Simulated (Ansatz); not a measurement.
Input and command of a calculation in Ansatz (plane waves; scalar-relativistic PAW potentials unless the input names others):

```yaml
crystal:
  lattice:
    - [3.1055646959, 3.65317e-05, -0.0001474971]
    - [-1.5527526695, 2.6896438953, 4.74608e-05]
    - [0.0001279762, 0.0001211246, 4.8720576683]
  atoms:
    - { symbol: Ta, position: [0.6666717916, 0.3333404811, 0.7459103681] }
    - { symbol: Ta, position: [0.3333301524, 0.6666591589, 0.2540894267] }
    - { symbol: "N", position: [-1.9441e-06, 3.6e-07, 2.052e-07] }
basis:
  ecutwfc: 420
  precision: f64
kpoints:
  mp_grid: { grid: [12, 12, 8] }
hamiltonian:
  xc: pbe
scf:
  occupations: { method: gaussian, width: 0.15 }
  eigensolver: { kind: davidson }
  initial_density: { chi_scale: 0.0 }
output:
  forces: true
  eigenvalues: true
  stress: true
```

```bash
ansatz run input.yaml --threads 2 --pin off --max-ram 5120MiB --backend cpu --events-out ev --progress --plain --runs-dir out
```

Abridged log:
```
Warning: the atoms were moved onto the symmetric positions of the space group found under crystal.symmetry.tolerance 1.0e-5 (fractional; ...
Warning: 4 symmetry operations that the atoms keep within the bar at which the run's group was sought (crystal.symmetry.tolerance 1.0e-5, or twice it) were not taken beside the 2 unitary ones that the detection took (of a slab, those that keep its plane). ...
Basis set: ecut = 420 eV, 773 PW (Γ), exchange–correlation on 48×48×72 points (8 copies of the dense FFT grid, shifted against one another)
Bands: 20, of which v1, the nominal top of the filled ones, is band 16 counted from 1 (15 counted from 0)
Symmetry: 2 space group operations
k-points: 580 of 1152
SCF iter   1: F=—  HF=-20252.448122 eV  |F-HF|=—  |Δ(HF+E_count)|=         —  Δρ=1.13e-1  dr2=6.38e0  ethr=1.00e-1  ⟨swp⟩=3.2  Hψ=30329  notcnv=0
SCF iter   2: F=—  HF=-20250.997874 eV  |F-HF|=—  |Δ(HF+E_count)|=    1.45e0  Δρ=3.64e-2  dr2=4.03e-1  ethr=1.38e-3  ⟨swp⟩=4.3  Hψ=54275  notcnv=0  defer=490
SCF iter   3: F=—  HF=-20250.935816 eV  |F-HF|=—  |Δ(HF+E_count)|=   6.21e-2  Δρ=1.97e-2  dr2=1.07e-1  ethr=1.30e-3  ⟨swp⟩=3.4  Hψ=25081  notcnv=0  defer=177
SCF iter   4: F=—  HF=-20250.919801 eV  |F-HF|=—  |Δ(HF+E_count)|=   1.60e-2  Δρ=2.18e-3  dr2=2.12e-3  ethr=3.45e-4  ⟨swp⟩=3.2  Hψ=25636  notcnv=0  defer=112
SCF iter   5: F=—  HF=-20250.919918 eV  |F-HF|=—  |Δ(HF+E_count)|=   1.17e-4  Δρ=8.34e-4  dr2=5.33e-4  ethr=6.84e-6  ⟨swp⟩=4.3  Hψ=27388  notcnv=0  defer=53
SCF iter   6: F=—  HF=-20250.919813 eV  |F-HF|=—  |Δ(HF+E_count)|=   1.06e-4  Δρ=1.19e-4  dr2=1.84e-5  ethr=1.72e-6  ⟨swp⟩=3.1  Hψ=23649  notcnv=0  defer=32
SCF iter   7: F=—  HF=-20250.919818 eV  |F-HF|=—  |Δ(HF+E_count)|=   5.64e-6  Δρ=4.10e-5  dr2=5.78e-7  ethr=5.94e-8  ⟨swp⟩=4.1  Hψ=26587  notcnv=0  defer=19
SCF iter   8: F=-20250.919818 eV  HF=-20250.919818 eV  |F-HF|=1.12e-8  |Δ(HF+E_count)|=   8.44e-8  Δρ=4.89e-6  dr2=1.73e-8  ethr=1.86e-9  ⟨swp⟩=3.6  Hψ=26207  notcnv=0  defer=6
the search or the solves at the SCF's close seem to have found levels that the self-consistency loop had missed (the run counts 15). By its estimate they hold under 1e-12 electrons; where the run keeps them, the occupations were computed again with them
SCF 1 converged in 8 iterations: F = -20250.919818 eV  dr2 = 1.73e-8
  Residual-converged pass: ⟨swp⟩=4.0  Hψ=31167  notcnv=0  max |occ|·‖R‖ = 6.5e-6 eV (tolerance 6.7e-6 eV) dr2=1.77e-8  dr2_onsite=5.23e-10  max |Δocc| = 9.7e-9
SCF converged after 8 iterations
Free energy (F): -20250.919818 eV
Harris-Foulkes:  -20250.919818 eV  (|F-HF|=1.12e-8)
Internal energy: -20250.906883 eV  (E = F + TS)
E sigma→0 (E₀):  -20250.913350 eV
Entropy (-TS):   -0.012936 eV (-4.312 meV/atom)
Fermi energy:    19.661175 eV
--- Forces (eV/Å), atoms counted from 1 ---
  atom   1  Ta    -0.00013564    -0.00000557    -0.00419520
  atom   2  Ta     0.00013564     0.00000557     0.00419520
  atom   3  N      0.00000000     0.00000000     0.00000000
--- Stress (GPa, compression-positive) ---
       -0.040766      -0.004532       0.004414
       -0.004532      -0.060463      -0.004643
        0.004414      -0.004643       0.021409
  P = ⅓ Tr σ = -0.0266 GPa (-0.266 kbar)
```

Apart from outputs, empty bands and the relaxation, which only the reference makes, the input differs from a reference run on usual settings in scf.eigensolver.kind: not typed → "davidson"; basis.precision: not typed → "f64"; scf.initial_density.chi_scale: not typed → 0.0. The reference, at the same geometry, ended its own course with pressure -0.03 GPa, largest force 0.004 eV/Å, no gap on the mesh. This run converged in 8 SCF iterations with an energy at zero smearing within 0.01 meV/atom of the reference's, pressure -0.03 GPa, largest force 0.004 eV/Å, no gap on the mesh.

It took 19 s on 2 threads of Arm Neoverse V1 (shared host), peak memory 0.5 GiB.